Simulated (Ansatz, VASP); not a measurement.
## BN: VASP beside Ansatz

```
B N
1.0
     1.25066    0.72207    3.57406
    -1.25066    0.72207    3.57406
     0.00000   -1.44414    3.57406
B N
1 1
Direct
  0.98485 0.98485 0.98485
  0.34759 0.34759 0.34759
```

Alike in both runs: task single point; functional PBE; k mesh 12 × 12 × 12; occupations gaussian, width 0.02 eV; no spin polarisation.

```csv
,VASP,Ansatz
version,VASP 6.6.1,Ansatz 0.2.0
potentials or method,"VASP PAW PBE potentials, release 64 (B, N)","scalar-relativistic, plane waves, PAW"
plane-wave cutoff (eV),520,420
valence electrons in the cell,8,8
```

```csv
,VASP,Ansatz,Ansatz less VASP
gap on the k mesh at the Fermi level (eV),3.60,3.60,+0.007
least direct gap on the mesh (eV),4.12,4.12,-0.001
pressure (GPa),-2.5,-2.6,-0.12
largest component of the traceless stress (GPa),8.65,8.38,-0.268
rms of the force components (eV/Å),2.439,2.437,-0.0017
```

Atom by atom the forces differ by 0.002 eV/Å (rms over components).

Caveats: forces of over 1 eV/Å show positions far from the minimum, so gaps and moduli don't describe the material at rest. A k mesh can miss the band edges.
